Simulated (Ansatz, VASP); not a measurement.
**Two plane-wave programs on B3P3H5**

```
B P H
1.0
    16.10000    0.00000    0.00000
     0.00000   18.70000    0.00000
     0.00000    0.00000    3.21577
B P H
6 6 10
Cartesian
  8.8476 9.8254 0.0000
  8.8505 5.3426 0.0000
  7.2660 12.1004 1.6079
  7.2703 7.5906 1.6079
  10.4357 7.5844 1.6079
  5.6653 9.8630 0.0000
  8.8247 10.9056 1.6079
  8.8469 6.4342 1.6079
  10.4118 8.6559 0.0000
  7.2744 13.1625 0.0000
  7.2357 8.6851 0.0000
  5.6885 10.9334 1.6079
  9.8758 4.6854 0.0000
  7.8318 4.6760 0.0000
  9.9502 11.7983 1.6079
  6.2466 6.9345 1.6079
  11.5125 9.5819 0.0000
  11.4533 6.9224 1.6079
  8.3688 14.0780 0.0000
  6.1824 14.0819 0.0000
  4.6531 9.1955 0.0000
  4.5960 11.8662 1.6079
```

Alike in both runs: functional PBEsol; k mesh 1 × 1 × 10; occupations gaussian, width 0.05 eV; no spin polarisation.

Ansatz relaxed the structure, and its values are those at the end. VASP's run is a single point on that final structure, the one shown.

```csv
,VASP,Ansatz
version,VASP 6.6.1,Ansatz 0.2.0
potentials or method,"VASP PAW PBE potentials, release 64 (B, P, H)","scalar-relativistic, plane waves, PAW"
plane-wave cutoff (eV),520,420
valence electrons in the cell,58,58
```

Ansatz gave:

| Property | Result |
| --- | --- |
| gap on the k mesh at the Fermi level (eV) | 0.10 |
| least direct gap on the mesh (eV) | 0.10 |
| rms of the force components (eV/Å) | 0.005 |

Problem. What did VASP give for the same quantities?

Solution. gap on the k mesh at the Fermi level (eV): 0.10; least direct gap on the mesh (eV): 0.10; rms of the force components (eV/Å): 0.011.

With one functional, cell and mesh, what is left measures potentials, basis and numerics. Ansatz warned: «xc_potential_rough_in_thin_density».

Caveats: the PAW data sets were made with another functional, which shifts forces and pressure a little (VASP).
